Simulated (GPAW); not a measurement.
**CdS: single point with PBE**

Crystal: CdS.

```
CELL_PARAMETERS angstrom
3.89368 0.00000 0.00000
1.94684 3.37202 0.00000
1.94684 1.12401 3.17917
ATOMIC_POSITIONS crystal
Cd 0.00000 0.00000 0.00000
S 0.50000 0.50000 0.50000
```

Measurements of this composition are mostly on another form, of space group No. 186.

```json
{
 "Program": "GPAW 26.7.0",
 "Task": "single point",
 "Functional": "PBE",
 "Potentials or basis": "GPAW PAW data sets (gpaw-data 1.2.1)",
 "Cutoff": "450 eV",
 "Basis": "pw",
 "k mesh": "7 × 7 × 7",
 "Occupations": "fermi-dirac, width 0.05 eV",
 "Spin": "no spin polarisation",
 "Maxiter": "120",
 "Convergence": "default"
}
```

| Property | Result |
| --- | --- |
| Pressure | -1.7 GPa |
| Band gap on the k mesh | 0.50 eV, indirect (least direct gap 1.55 eV) |

Levels at points of the mesh, in eV from the valence-band top:
```csv
k point,band 6,band 7,band 8,band 9,band 10,band 11,band 12,band 13
"(0.00, 0.00, 0.00)",-7.53,-0.74,-0.74,-0.74,0.82,9.17,9.17,9.17
```

It took 4.6 s on 1 thread of Arm Neoverse V2, on a shared host, peak memory 0.16 GiB.

Caveat: the cutoff is short for stress and forces, so pressures can be off by a GPa or more; an odd mesh through Γ misses points on the zone boundary, where band edges often lie.
